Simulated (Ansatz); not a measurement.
Ni:

```xyz
1
Lattice="-1.3837 1.3837 1.3837 1.3837 -1.3837 1.3837 1.3837 1.3837 -1.3837" Properties=species:S:1:pos:R:3 pbc="T T T"
Ni    0.0000    0.0000    0.0000
```

This isn't the form of Ni at room conditions, which is fcc.

```yaml
Program: Ansatz 0.2.0
Task: relaxation of cell and atoms
Functional: revPBE
Potentials_or_basis: Ansatz PAW
Cutoff: "420 eV (not typed: the program's choice for these potentials)"
k_mesh: 13 × 13 × 13
Occupations: fermi-dirac, width 0.05 eV
Spin: collinear spin, ferromagnetic start
Starting_moments: "[1.0] μB"
```

At the start: volume 10.60 Å³/atom.

**Question.** Where does the relaxation end?

**Answer.** It ends after 5 steps and the volume is 11.24 Å³/atom (+6.1 %); space group Im-3m (No. 229, to 0.05 Å); moment 0.62 μB per cell.

The path:
```csv
step,energy change (eV),largest force (eV/Å),volume (Å³)
1,0.0000,0.0000,10.60
2,-0.0161,0.0000,10.89
3,-0.0223,0.0000,11.20
4,-0.0223,0.0000,11.24
5,-0.0226,0.0000,11.24
```

Final structure:
```cif
data_structure
_symmetry_space_group_name_H-M 'P 1'
_symmetry_Int_Tables_number 1
_cell_length_a 2.4441
_cell_length_b 2.4441
_cell_length_c 2.4441
_cell_angle_alpha 109.471
_cell_angle_beta 109.471
_cell_angle_gamma 109.471
_cell_volume 11.24
loop_
_atom_site_label
_atom_site_type_symbol
_atom_site_fract_x
_atom_site_fract_y
_atom_site_fract_z
_atom_site_occupancy
Ni1 Ni 0.00000 0.00000 0.00000 1
```

Caveat: the plane-wave basis is chosen anew once the cell has moved, so the energies of steps on either side of that aren't comparable; the PAW data sets come from PBE, with cores solved anew for the run's functional, which leaves a small shift of forces and pressure.
